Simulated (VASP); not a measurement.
# Ag (Im-3m) in VASP: notebook

The runs below take Ag through single point, with PBE.

Everything below comes from runs of VASP 6.6.1. Logs are shortened: lines on timing, memory, paths and dates and some standing lists are left out, and cuts for length are marked.

## 1. The undisturbed crystal

The structure is cubic, space group Im-3m (No. 229). Conventional cell: a = 3.311 Å, b = 3.311 Å, c = 3.311 Å, α = 90.00°, β = 90.00°, γ = 90.00°. Around Ag (site symmetry m-3m) lie 8 Ag at 2.87 Å.

This isn't the form of Ag at room conditions, which is fcc.

## 2. Single point, PBE, 16.73 Å³/atom (strain = -0.04)

The input, INCAR:

```
SYSTEM = Ag
PREC = Accurate
ENCUT = 520
EDIFF = 1E-7
ISMEAR = -1
SIGMA = 0.05
LREAL = .False.
LASPH = .True.
NELM = 100
ALGO = Normal
ISIF = 2
LWAVE = .False.
LCHARG = .False.
GGA = PE
```

The input, KPOINTS:

```
Automatic mesh
0
Gamma
  11 11 11
  0 0 0
```

The input, POSCAR:

```
Ag
1.0
   -1.5894278400      1.5894278400      1.6556540000
    1.5894278400     -1.5894278400      1.6556540000
    1.5894278400      1.5894278400     -1.6556540000
Ag
1
Direct
    0.0000000000      0.0000000000      0.0000000000
```

Potentials or basis: VASP PAW PBE potentials, release 64 (Ag).

Started as:

```console
cat potpaw_PBE.64/Ag/POTCAR > POTCAR
mpirun -np 1 vasp_std > vasp.out
```

OUTCAR:

```text
SYSTEM = Ag
   PREC = Accurate
   ENCUT = 520
   EDIFF = 1E-7
   ISMEAR = -1
   LREAL = .False.
   LASPH = .True.
   NELM = 100
   ISIF = 2
   GGA = PE

 ion  position               nearest neighbor table
   1  0.000  0.000  0.000-

  LATTYP: Found a body centered tetragonal cell.
 ALAT       =     3.1788556800
 C/A-ratio  =     1.0416666667

  Lattice vectors:

 A1 = (  -1.5894278400,   1.5894278400,   1.6556540000)
 A2 = (   1.5894278400,  -1.5894278400,   1.6556540000)
 A3 = (   1.5894278400,   1.5894278400,  -1.6556540000)

Analysis of symmetry for initial positions (statically):
=====================================================================
 Subroutine PRICEL returns:
 Original cell was already a primitive cell.

 Routine SETGRP: Setting up the symmetry group for a
 body centered tetragonal supercell.

 Subroutine GETGRP returns: Found 16 space group operations
 (whereof 16 operations were pure point group operations)
 out of a pool of 16 trial point group operations.

The static configuration has the point symmetry D_4h.

Analysis of symmetry for dynamics (positions and initial velocities):
=====================================================================
 Subroutine PRICEL returns:
 Original cell was already a primitive cell.

 Routine SETGRP: Setting up the symmetry group for a
 body centered tetragonal supercell.

 Subroutine GETGRP returns: Found 16 space group operations
 (whereof 16 operations were pure point group operations)
 out of a pool of 16 trial point group operations.

The dynamic configuration has the point symmetry D_4h.

 Subroutine INISYM returns: Found 16 space group operations
 (whereof 16 operations are pure point group operations),
 and found     1 'primitive' translations

----------------------------------------------------------------------------------------

                                     Primitive cell

  volume of cell :      16.7306

  direct lattice vectors                    reciprocal lattice vectors
    -1.589427840  1.589427840  1.655654000     0.000000000  0.314578610  0.301995465
     1.589427840 -1.589427840  1.655654000     0.314578610  0.000000000  0.301995465
     1.589427840  1.589427840 -1.655654000     0.314578610  0.314578610  0.000000000

  length of vectors
     2.791729193  2.791729193  2.791729193     0.436074492  0.436074492  0.444881336

  position of ions in fractional coordinates (direct lattice)
     0.000000000  0.000000000  0.000000000

  ion indices of the primitive-cell ions
   primitive index   ion index
                 1           1

[... 78 lines left out ...]
   ISYM   =      2    0-nonsym 1-usesym 2-fastsym
   POTIM  = 0.5000    time-step for ionic-motion
   TEBEG  =    0.0;   TEEND  =   0.0 temperature during run
   PSTRESS=    0.0 pullay stress
   NELECT =      11.0000    total number of electrons
   NUPDOWN=      -1.0000    fix difference up-down
   EMIN   =  10.00;   EMAX   =-10.00  energy-range for DOS
   EFERMI =   0.00;   METHOD = LEGACY
   ISMEAR =    -1;   SIGMA  =   0.05  broadening in eV -4-tet -1-fermi 0-gaus
   EFERMI_NEDOS =   21; number of points for ismear=-14 and -15
   IALGO  =     38    algorithm
   IMIX   =      4    mixing-type and parameters
     AMIX     =   0.40;   BMIX     =  1.00
     AMIX_MAG =   1.60;   BMIX_MAG =  1.00
  volume/ion in A,a.u.               =      16.73       112.90
  Fermi-wavevector in a.u.,A,eV,Ry     =   1.423537  2.690094 27.571616  2.026457
  Thomas-Fermi vector in A             =   2.544124
   LORBIT       =      0    0 simple, 1 ext, 2 COOP (PROOUT), +10 PAW based schemes
   GGA     = PE    functional components
   LHFCALC =     F    Hartree Fock is set to
   AEXX    =    0.0000 exact exchange contribution
   IVDW    =     0    specifies the selected vdW correction
   LEPSILON=     F    determine dielectric tensor
   LRPA    =     F    only Hartree local field effects (RPA)
 non-spin polarized calculation
  energy-cutoff  :      520.00
  volume of cell :       16.73
 maximum number of plane-waves:       462
 NGX is ok and might be reduce to    24
   NGX = 11   NGY = 11   NGZ = 11

 number of electron      11.0000000 magnetization

 Free energy of the ion-electron system (eV)
  ---------------------------------------------------
  ext. energy  EPLUGINS =         0.00000000
  ---------------------------------------------------
  free energy    TOTEN  =        -2.67007116 eV

  energy without entropy =       -2.66697079  energy(sigma->0) =       -2.66852098

 E-fermi :   8.7338     XC(G=0): -12.3226

 val. band max:        8.7277101950   @ k =  -0.1818   0.4545   0.0909
 cond. band min:       8.7677017112   @ k =  -0.2727   0.4545   0.0909
 fundamental gap:      0.0399915162
 Fermi energy:         8.7337665169

 k-point     1 :       0.0000    0.0000    0.0000
  band No.  band energies     occupation
      1       0.7960      2.00000
      2       3.6487      2.00000
      3       3.6487      2.00000
      4       3.8342      2.00000
      5       4.9629      2.00000
      6       5.1756      2.00000
      7      26.2973      0.00000
      8      26.9811      0.00000
      9      26.9811      0.00000
[... 265 lines left out ...]
 k-point    24 :      -0.1818    0.1818    0.0000
  band No.  band energies     occupation
      1       1.8153      2.00000
      2       3.3712      2.00000
      3       3.8826      2.00000
      4       4.2765      2.00000
      5       4.9994      2.00000
      6       5.0355      2.00000
      7      24.0161      0.00000
      8      25.5825      0.00000
      9      27.0471      0.00000

 [... further k-points ...]

------------------------ aborting loop because EDIFF is reached ----------------------------------------

  FORCE on cell =-STRESS in cart. coord.  units (eV):
  Direction    XX          YY          ZZ          XY          YZ          ZX
  --------------------------------------------------------------------------------------
  -------------------------------------------------------------------------------------
  Total        0.7540178      0.7540178      0.8835318      0.0000000      0.0000000      0.0000000
  in kB       72.2072772     72.2072772     84.6099695      0.0000000      0.0000000      0.0000000
  external PRESSURE =      76.3415079 kB  Pullay stress =       0.0000000 kB

 VOLUME and BASIS-vectors are now :
 -----------------------------------------------------------------------------
  energy-cutoff  :      520.00
  volume of cell :       16.73
      direct lattice vectors                 reciprocal lattice vectors
    -1.589427840  1.589427840  1.655654000     0.000000000  0.314578610  0.301995465
     1.589427840 -1.589427840  1.655654000     0.314578610  0.000000000  0.301995465
     1.589427840  1.589427840 -1.655654000     0.314578610  0.314578610  0.000000000

 POSITION                                       TOTAL-FORCE (eV/Angst)
 -----------------------------------------------------------------------------------
      0.00000      0.00000      0.00000         0.000000     -0.000000     -0.000000
 -----------------------------------------------------------------------------------
    total drift:                               -0.000000      0.000000      0.000000

  FREE ENERGIE OF THE ION-ELECTRON SYSTEM (eV)
  ---------------------------------------------------
  free  energy   TOTEN  =        -2.6700711604 eV

  energy  without entropy=       -2.6669707927  energy(sigma->0) =       -2.66852098
```

OSZICAR:

```text
N       E                     dE             d eps       ncg     rms          rms(c)
DAV:   1     0.440229242046E+02    0.44023E+02   -0.57839E+03  2332   0.111E+03
DAV:   2    -0.258395434346E+01   -0.46607E+02   -0.44881E+02  2333   0.207E+02
DAV:   3    -0.292719355951E+01   -0.34324E+00   -0.34317E+00  2590   0.221E+01
DAV:   4    -0.292793892755E+01   -0.74537E-03   -0.74535E-03  2449   0.969E-01
DAV:   5    -0.292794472052E+01   -0.57930E-05   -0.57938E-05  2510   0.803E-02    0.549E+00
DAV:   6    -0.268259781726E+01    0.24535E+00   -0.11385E+00  2297   0.116E+01    0.354E+00
DAV:   7    -0.267322351652E+01    0.93743E-02   -0.13051E-02  2453   0.124E+00    0.196E+00
DAV:   8    -0.267005762579E+01    0.31659E-02   -0.70422E-04  2423   0.256E-01    0.772E-02
DAV:   9    -0.267006527138E+01   -0.76456E-05   -0.76953E-06  2475   0.270E-02    0.140E-02
DAV:  10    -0.267007161871E+01   -0.63473E-05   -0.38344E-06  2440   0.245E-02    0.541E-03
DAV:  11    -0.267007121681E+01    0.40190E-06   -0.80662E-08  1505   0.306E-03    0.328E-04
DAV:  12    -0.267007116036E+01    0.56447E-07   -0.68440E-09  1159   0.974E-04
   1 F= -.26700712E+01 E0= -.26685210E+01  d E =-.310037E-02
```

stdout:

```text
POSCAR found type information on POSCAR Ag
 POSCAR found :  1 types and       1 ions
 scaLAPACK will be used
 LDA part: xc-table for (Slater+PW92), standard interpolation
 POSCAR, INCAR and KPOINTS ok, starting setup
 FFT: planning ... GRIDC
 FFT: planning ... GRID_SOFT
 FFT: planning ... GRID
 WAVECAR not read
 entering main loop
```

It took 13 s on 1 thread of Intel Xeon Platinum 8488C (Sapphire Rapids), shared host; peak memory 0.14 GiB.

What came out:

```
Free energy            : -2.6701 eV
Pressure               : 7.6 GPa
Band gap on the k mesh : none (metal or under the smearing width)
```

## 3. Single point, PBE, 17.43 Å³/atom (strain = -0.02)

INCAR is that of step 2.

KPOINTS is that of step 2.

The input, POSCAR:

```
Ag
1.0
   -1.6225409200      1.6225409200      1.6556540000
    1.6225409200     -1.6225409200      1.6556540000
    1.6225409200      1.6225409200     -1.6556540000
Ag
1
Direct
    0.0000000000      0.0000000000      0.0000000000
```

Potentials or basis: VASP PAW PBE potentials, release 64 (Ag).

Started as:

```console
cat potpaw_PBE.64/Ag/POTCAR > POTCAR
mpirun -np 1 vasp_std > vasp.out
```

Wall time 13 s (1 thread of Intel Xeon Platinum 8488C (Sapphire Rapids), shared host); peak memory 0.15 GiB.

Results (log left out):

```yaml
Free_energy: -2.6919 eV
Pressure: 2.9 GPa
Band_gap_on_the_k_mesh: none (metal or under the smearing width)
```

## 4. For comparison

An earlier run on the cell as given: functional PBE; potentials or basis VASP PAW PBE potentials, release 64 (Ag); cutoff 520 eV; k mesh 11 × 11 × 11; occupations fermi-dirac, width 0.05 eV; no spin polarisation.

- Pressure: -0.9 GPa
- Band gap on the k mesh: none (metal or under the smearing width)
